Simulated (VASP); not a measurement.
# MnO (P6_3mc) in VASP: notebook, part 2 of 2

VASP 6.6.1. The steps go on from the part before.

**4. Single point, PBEsol, collinear spin, ferromagnetic start**

The input, INCAR:

```
ALGO = Normal
EDIFF = 1E-7
ENCUT = 520
GGA = PS
ISIF = 2
ISMEAR = 0
ISPIN = 2
LASPH = T
LCHARG = F
LMAXMIX = 4
LORBIT = 11
LREAL = F
LWAVE = F
MAGMOM = 4 4 0 0
NBANDS = 31
NELM = 150
PREC = Accurate
SIGMA = 0.02
```

The input, KPOINTS:

```
k-points
0
Gamma
  9 9 5
```

The input, POSCAR:

```
MnO
3.3717
    1.000000000000      0.000000000000      0.000000000000
   -0.500000000000      0.866025403773      0.000000000000
    0.000000000000      0.000000000000      1.597265474390
Mn O
2 2
Direct
    0.6666666667      0.3333333333      0.5109600000
    0.3333333333      0.6666666667      0.0109600000
    0.6666666667      0.3333333333      0.8754700000
    0.3333333333      0.6666666667      0.3754700000
```

Potentials or basis: VASP PAW PBE potentials, release 64 (Mn_pv, O).

Run with:

```console
> cat potpaw_PBE.64/Mn_pv/POTCAR potpaw_PBE.64/O/POTCAR > POTCAR
> mpirun -np 1 vasp_std > vasp.out
```

OUTCAR:

```text
EDIFF = 1E-7
   ENCUT = 520
   GGA = PS
   ISIF = 2
   ISMEAR = 0
   ISPIN = 2
   LASPH = T
   LORBIT = 11
   LREAL = F
   NELM = 150
   PREC = Accurate

 ion  position               nearest neighbor table
   1  0.667  0.333  0.511-   3 1.96   4 2.08   4 2.08   4 2.08
   2  0.333  0.667  0.011-   4 1.96   3 2.08   3 2.08   3 2.08
   3  0.667  0.333  0.875-   1 1.96   2 2.08   2 2.08   2 2.08
   4  0.333  0.667  0.375-   2 1.96   1 2.08   1 2.08   1 2.08

  LATTYP: Found a hexagonal cell.
 ALAT       =     3.3717000000
 C/A-ratio  =     1.5972654744

  Lattice vectors:

 A1 = (   3.3717000000,   0.0000000000,   0.0000000000)
 A2 = (  -1.6858500000,   2.9199778539,   0.0000000000)
 A3 = (   0.0000000000,   0.0000000000,   5.3855000000)

Analysis of symmetry for initial positions (statically):
=====================================================================
 Subroutine PRICEL returns:
 Original cell was already a primitive cell.

 Routine SETGRP: Setting up the symmetry group for a
 hexagonal supercell.

 Subroutine GETGRP returns: Found 12 space group operations
 (whereof  6 operations were pure point group operations)
 out of a pool of 24 trial point group operations.

The static configuration has the point symmetry C_3v.
 The point group associated with its full space group is C_6v.

Analysis of symmetry for dynamics (positions and initial velocities):
=====================================================================
 Subroutine PRICEL returns:
 Original cell was already a primitive cell.

 Routine SETGRP: Setting up the symmetry group for a
 hexagonal supercell.

 Subroutine GETGRP returns: Found 12 space group operations
 (whereof  6 operations were pure point group operations)
 out of a pool of 24 trial point group operations.

The dynamic configuration has the point symmetry C_3v.
[... 167 lines left out ...]
  free energy    TOTEN  =       -34.26216105 eV

  energy without entropy =      -34.26213307  energy(sigma->0) =      -34.26214706

 E-fermi :   5.7582     XC(G=0): -10.8224

 val. band max:        5.7018248551   @ k =   0.1111   0.0000   0.0000
 cond. band min:       5.7582167601   @ k =   0.0000   0.0000   0.0000
 fundamental gap:      0.0563919050
 Fermi energy:         5.7582090051

 spin component 1

 k-point     1 :       0.0000    0.0000    0.0000
  band No.  band energies     occupation
      1     -44.7062      1.00000
      2     -44.7056      1.00000
      3     -44.7056      1.00000
      4     -44.6996      1.00000
      5     -44.6996      1.00000
      6     -44.6682      1.00000
[... 805 lines left out ...]
     30      14.2735      0.00000
     31      16.0533      0.00000

 [... further k-points ...]

 spin component 2

 k-point     1 :       0.0000    0.0000    0.0000
  band No.  band energies     occupation
      1     -40.0624      1.00000
      2     -40.0316      1.00000
      3     -40.0316      1.00000
      4     -40.0238      1.00000
      5     -40.0238      1.00000
      6     -40.0113      1.00000
[... 805 lines left out ...]
     30      16.1182      0.00000
     31      17.1547      0.00000

 [... further k-points ...]

------------------------ aborting loop because EDIFF is reached ----------------------------------------

  FORCE on cell =-STRESS in cart. coord.  units (eV):
  Direction    XX          YY          ZZ          XY          YZ          ZX
  --------------------------------------------------------------------------------------
  -------------------------------------------------------------------------------------
  Total       -0.4029245     -0.4029245      2.0729979      0.0000000      0.0000000      0.0000000
  in kB      -12.1753026    -12.1753026     62.6404585      0.0000000      0.0000000      0.0000000
  external PRESSURE =      12.7632844 kB  Pullay stress =       0.0000000 kB

 VOLUME and BASIS-vectors are now :
 -----------------------------------------------------------------------------
  energy-cutoff  :      520.00
  volume of cell :       53.02
      direct lattice vectors                 reciprocal lattice vectors
     3.371700000  0.000000000  0.000000000     0.296586292  0.171234175  0.000000000
    -1.685850000  2.919977854  0.000000000     0.000000000  0.342468351  0.000000000
     0.000000000  0.000000000  5.385500000     0.000000000  0.000000000  0.185683781

 POSITION                                       TOTAL-FORCE (eV/Angst)
 -----------------------------------------------------------------------------------
      1.68585      0.97333      2.75178        -0.000000     -0.000000     -0.604086
     -0.00000      1.94665      0.05903         0.000000      0.000000     -0.604086
      1.68585      0.97333      4.71484        -0.000000     -0.000000      0.604086
     -0.00000      1.94665      2.02209         0.000000      0.000000      0.604086
 -----------------------------------------------------------------------------------
    total drift:                               -0.000000     -0.000000      0.001651

  FREE ENERGIE OF THE ION-ELECTRON SYSTEM (eV)
  ---------------------------------------------------
  free  energy   TOTEN  =       -34.2621610522 eV

  energy  without entropy=      -34.2621330729  energy(sigma->0) =      -34.26214706

 total charge

# of ion       s       p       d       tot
------------------------------------------
    1        0.244   6.235   4.953  11.432
    2        0.244   6.235   4.953  11.432
    3        1.551   3.442   0.000   4.993
    4        1.551   3.442   0.000   4.993
--------------------------------------------------
tot          3.590  19.354   9.906  32.850

 magnetization (x)

# of ion       s       p       d       tot
------------------------------------------
    1        0.037   0.063   4.302   4.403
    2        0.037   0.063   4.302   4.403
    3        0.019   0.181   0.000   0.200
    4        0.019   0.181   0.000   0.200
--------------------------------------------------
tot          0.114   0.489   8.604   9.206
```

stdout:

```text
POSCAR found type information on POSCAR MnO
 POSCAR found :  2 types and       4 ions
 scaLAPACK will be used
 -----------------------------------------------------------------------------
|                                                                             |
|                                                                             |
|     You enforced a specific xc type in the INCAR file but a different       |
|     I HOPE YOU KNOW WHAT YOU ARE DOING!                                     |
|                                                                             |
 -----------------------------------------------------------------------------

 LDA part: xc-table for (Slater+PW92), standard interpolation
 POSCAR, INCAR and KPOINTS ok, starting setup
 FFT: planning ... GRIDC
 FFT: planning ... GRID_SOFT
 FFT: planning ... GRID
 WAVECAR not read
 entering main loop
```

Run time: 3.2 min. Hardware: 1 thread of Intel Xeon Platinum 8259CL at 2.50GHz (Skylake/Cascade Lake), shared host; peak memory 0.24 GiB.

Results:

```
Free energy                                           : -34.2622 eV
Pressure                                              : 1.3 GPa
Largest force                                         : 0.604 eV/Å
Band gap on the k mesh                                : none (metal or under the smearing width)
Net moment                                            : 10.00 μB per cell
Site moments                                          : Mn +4.40; O +0.20 μB
Valence electrons inside the program's atomic spheres : Mn 11.43; O 4.99
```

Forces in eV/Å, atoms in the order of the input:
```
Mn   0.000  0.000 -0.604
Mn   0.000  0.000 -0.604
O    0.000  0.000  0.604
O    0.000  0.000  0.604
```

Levels at points of the mesh, in eV from the Fermi level:
Spin up:
| k point | band 20 | band 21 | band 22 | band 23 | band 24 | band 25 | band 26 | band 27 | band 28 | band 29 |
| --- | --- | --- | --- | --- | --- | --- | --- | --- | --- | --- |
| (0.00, 0.00, 0.00) | -1.60 | -1.07 | -1.07 | 0.00 | 0.00 | 0.06 | 3.58 | 5.51 | 11.41 | 11.41 |
Spin down:
```tsv
k point	band 12	band 13	band 14	band 15	band 16	band 17
(0.00, 0.00, 0.00)	-4.95	-4.74	-4.74	-0.16	0.91	0.91
```

Caveat: the PAW data sets were made with another functional, which shifts forces and pressure a little; semilocal functionals often make such compounds metallic where correlation or magnetic order opens a gap, which also shifts bond lengths; only a ferromagnetic start was run, and an antiferromagnetic order may lie lower in energy. With open d or f shells a metallic result of PBEsol can be an artefact of self-interaction; +U or a hybrid may open a gap.
